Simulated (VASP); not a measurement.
**Se: relaxation of cell and atoms with LDA**

The system is Se.

```xyz
1
Lattice="1.9651 1.1345 0.9983 -1.9651 1.1345 0.9983 0.0000 -2.2690 0.9983" Properties=species:S:1:pos:R:3 pbc="T T T"
Se    0.0000    0.0000    0.0000
```

This isn't the form of Se at room conditions, which is trigonal, of chains.

```json
{
  "Program": "VASP 6.6.1",
  "Task": "relaxation of cell and atoms",
  "Functional": "LDA",
  "Potentials or basis": "VASP PAW LDA potentials, release 64 (Se)",
  "Cutoff": "520 eV",
  "k mesh": "21 × 21 × 21",
  "Occupations": "gaussian, width 0.1 eV",
  "Spin": "no spin polarisation",
  "Target pressure": "30 GPa",
  "Further INCAR settings": "ALGO = Normal; EDIFF = 1e-07; IBRION = 2; EDIFFG = -0.002; NSW = 80; ISIF = 3"
}
```

```json
{
  "Relaxed volume": "15.95 Å³/atom",
  "Relaxed cell": "a = 2.596 Å, b = 2.596 Å, c = 2.596 Å, α = 102.83°, β = 102.83°, γ = 102.83°",
  "Space group after relaxing (to 0.05 Å)": "R-3m (No. 166)",
  "Energy change on relaxing (the enthalpy is what falls)": "-795.6 meV/atom",
  "Ionic steps": "11",
  "Pressure after relaxing": "30.0 GPa",
  "Band gap on the k mesh": "none (metal or under the smearing width)"
}
```

The path:
| step | energy change (eV) | largest force (eV/Å) | pressure (GPa) | volume (Å³) |
| --- | --- | --- | --- | --- |
| 1 | 0.0000 | 0.0000 | 75.01 | 13.35 |
| 2 | -0.9272 | 0.0000 | -8.60 | 22.00 |
| 3 | -0.7736 | 0.0000 | 26.14 | 15.98 |
| 4 | -0.7291 | 0.0000 | 29.38 | 15.72 |
| 5 | -0.7198 | 0.0000 | 30.04 | 15.67 |
| 6 | -0.7547 | 0.0000 | 30.35 | 15.76 |
| 7 | -0.7728 | 0.0000 | 31.03 | 15.83 |
| 8 | -0.7753 | 0.0000 | 31.19 | 15.84 |
| 9 | -0.7762 | 0.0000 | 31.26 | 15.84 |
| 10 | -0.8340 | 0.0000 | 27.42 | 16.16 |
| 11 | -0.7956 | 0.0000 | 29.99 | 15.95 |

Final structure:
```
Se
1.0
     2.02947    1.17172    1.11756
    -2.02947    1.17172    1.11756
     0.00000   -2.34343    1.11756
Se
1
Direct
  0.00000 0.00000 0.00000
```

Levels at points of the mesh, in eV from the Fermi level:
| k point | band 1 | band 2 | band 3 | band 4 | band 5 | band 6 | band 7 |
| --- | --- | --- | --- | --- | --- | --- | --- |
| (0.00, 0.00, 0.00) | -19.05 | 2.04 | 4.09 | 4.09 | 9.49 | 9.49 | 11.42 |

Run time: 4.3 min on 1 thread of Intel(R) Xeon(R) Platinum 8259CL CPU @ 2.50GHz (Skylake/Cascade Lake) (shared host), peak memory 0.19 GiB.

Caveat: the cell is relaxed towards a set pressure, so the enthalpy falls and the energy may rise; the volume moved by over 15 % at a fixed basis, so the end points are rough.
